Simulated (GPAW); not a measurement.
A run of GPAW 26.7.0 is set up as follows.

Contents of run.py:

```python
from ase import Atoms
from ase.dft.bandgap import bandgap
from ase.io import write
from ase.units import GPa
from gpaw import GPAW, PW, setup_paths

setup_paths.insert(0, '.')

atoms = Atoms(['Nb'],
              cell=[[-1.66395, 1.66395, 1.66395],
                    [1.66395, -1.66395, 1.66395],
                    [1.66395, 1.66395, -1.66395]],
              scaled_positions=[[0.0, 0.0, 0.0]],
              pbc=True)

calc = GPAW(mode=PW(600),
            xc='PBEsol',
            kpts={'size': (11, 11, 11), 'gamma': True},
            occupations={'name': 'fermi-dirac', 'width': 0.05},
            nbands=15,
            convergence={'density': 1e-05, 'energy': 1e-05},
            maxiter=150,
            txt='gpaw.txt')
atoms.calc = calc
energy = atoms.get_potential_energy()
forces = atoms.get_forces()
stress = atoms.get_stress()
calc.write('gs.gpw')
write('result.traj', atoms)
print(f'Energy: {energy:.6f} eV')
print('Forces (eV/A):')
print(forces.round(4))
print('Stress (GPa):', (stress / GPa).round(3))
print('Fermi level:', round(calc.get_fermi_level(), 4), 'eV')
print(f'Gap: {bandgap(calc)[0]:.4f} eV, direct: {bandgap(calc, direct=True)[0]:.4f} eV')

path = atoms.cell.bandpath('GHNGPH,PN', npoints=100, eps=1e-4)
bs_calc = calc.fixed_density(kpts=path, symmetry='off', nbands=23,
                             convergence={'bands': 'CBM+6.0', 'eigenstates': 1e-6}, txt='bands.txt')
bs = bs_calc.band_structure()
bs.write('bs.json')
print(f'Gap on the path: {bandgap(bs_calc)[0]:.4f} eV')
```

Potentials or basis: PAW data sets generated in the run's folder for this functional, pw.

The run is started by

```console
$ gpaw-setup -f PBEsol Nb
$ OMP_NUM_THREADS=1 python run.py
```

(1) Estimate the pressure.

(2) Estimate the band gap along the path.

## Answers

(1) -8.5 GPa.

(2) none (metal or under the smearing width).
